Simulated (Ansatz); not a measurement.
A single-point calculation of zincblende BeSe with the plane-wave code Ansatz, at the level r2SCAN. The cell was relaxed with r2SCAN and then strained (uniaxial +1.03 % along x, other directions held), with the atoms relaxed again with r2SCAN; k points keep the names of the unstrained zone.

Input (YAML):
```yaml
crystal:
  lattice:
    - [0.0, 2.5810353763, 2.5810353763]
    - [2.6076200407, 0.0, 2.5810353763]
    - [2.6076200407, 2.5810353763, 0.0]
  atoms:
    - { symbol: Be, position: [0.0, 0.0, 0.0] }
    - { symbol: Se, position: [0.25, 0.25, 0.25] }
kpoints:
  mp_grid: { grid: [8, 8, 8] }
  band_path:
    path:
      - [0.0, 0.0, 0.0]
      - [-0.5, -0.5, 0.0]
      - [-0.375, -0.375, 0.25]
      - [-0.375, 0.0, 0.375]
      - [0.0, 0.0, 0.5]
      - [-0.5, -0.25, 0.25]
    npoints: 1
hamiltonian:
  xc: r2scan
scf:
  occupations: { method: fixed }
  n_extra_bands: 4
output:
  forces: true
  stress: true
  eigenvalues: true
```

The log, with set-up remarks and timings taken out:
```
scf.n_extra_bands = 4 over 9 filled bands (N_el = 18.0): the run solves 13 bands
Pseudopotential: Be, paw, valence charge 2, recommended cutoff 500 eV (meta_gga)
Pseudopotential: Se, paw, valence charge 16, recommended cutoff 500 eV (meta_gga)
Functional definition: r2SCAN
Crystal: 2 atoms, lattice volume = 34.743 Å³
Basis set: ecut = 500 eV, 893 PW (Γ)
Symmetry: 8 space group operations
Space group: I-4m2 (ITA 119)
k-points: 59 of 512 (time reversal used)
SCF converged after 6 iterations
Free energy (F): -5573.338881 eV
Fermi energy:    6.483556 eV
--- Per-component energies (eV) ---
  E_band       = -400.150201
  E_kinetic    = 138.955037
  E_local      = -2543.355576
  E_nonlocal   = -591.901685
  E_hartree    = 1255.899270
  E_xc         = -117.439758
  E_vxc        = -128.209031
  E_paw        = -1985.405827
  E_vpaw       = 206.548373
  E_vtau       = 6.011907
  E_ewald      = -1728.313330
  E_core_change = -1.776797
--- Forces (eV/Å), atoms counted from 1 ---
  atom   1  Be      0.00000      0.00000      0.00000
  atom   2  Se      0.00000      0.00000      0.00000
--- Stress (GPa, compression-positive) ---
       -1.370647       0.000000       0.000000
        0.000000      -0.515863       0.000000
        0.000000       0.000000      -0.515863
  P = ⅓ Tr σ = -0.8008 GPa (-8.008 kbar)
--- Band table (eV; the first three rows and the last of 59) ---
  k-point 0: bands = […, -40.8942, -40.8924, -7.7304, 6.4261, 6.4836, 6.4836, 11.4193, 12.0585, 12.0585, 12.0767]
  k-point 1: bands = […, -40.8942, -40.8924, -7.5736, 5.1804, 6.2361, 6.2849, 11.6313, 12.4121, 12.4201, 13.1604]
  k-point 2: bands = […, -40.8941, -40.8924, -7.1483, 3.0737, 5.8166, 5.8871, 11.5121, 12.9567, 12.9815, 15.4159]
  k-point 58: bands = […, -40.8937, -40.8926, -5.8501, 2.0053, 2.6728, 3.2228, 13.0000, 14.2400, 14.4126, 14.9159]
```

The rows of the band table are 0: (0, 0, 0) = Γ, 1: (0, 0, 1/8), 2: (0, 0, 1/4), 58: (-1/2, 1/4, -1/4) = W.

Levels at the listed points, from bands.tsv (eV from the Fermi energy, bands near the gap, counted from 0):
```tsv
# k_distance	band_4	band_5	band_6	band_7	band_8	band_9	band_10	band_11	band_12
# fermi_ev = 6.483556
# [0, 0, 0] at k_distance = 0.000000
# [-0.5, -0.5, 0] at k_distance = 1.217183
# [-0.375, -0.375, 0.25] at k_distance = 1.645334
# [-0.375, 0, 0.375] at k_distance = 2.385646
# [0, 0, 0.5] at k_distance = 3.129755
# [-0.5, -0.25, 0.25] at k_distance = 3.990433
# levels_relative_to = fermi_ev
0.000	-47.376	-14.214	-0.058	0.000	0.000	4.936	5.575	5.575	5.593
1.217	-47.376	-12.365	-5.129	-2.699	-2.682	3.103	4.629	12.574	12.591
1.645	-47.376	-12.391	-4.709	-4.012	-2.249	4.222	7.313	10.416	10.842
2.386	-47.376	-12.391	-4.709	-4.012	-2.249	4.222	7.313	10.416	10.842
3.130	-47.376	-12.849	-5.752	-1.131	-1.037	4.842	6.497	6.574	10.725
3.990	-47.376	-12.334	-4.478	-3.811	-3.261	6.516	7.756	7.929	8.432
```
In order the rows are Γ, X, U, K, L, W.

With r2SCAN the valence top lies at Γ and the conduction bottom at X, 3.10 eV higher; the smallest vertical gap, at Γ, is 4.94 eV. The mean pressure at these positions is -0.80 GPa, compression counted positive.

Spin-unpolarised throughout; all numbers are computed.

The runs are scalar-relativistic, without spin-orbit coupling.
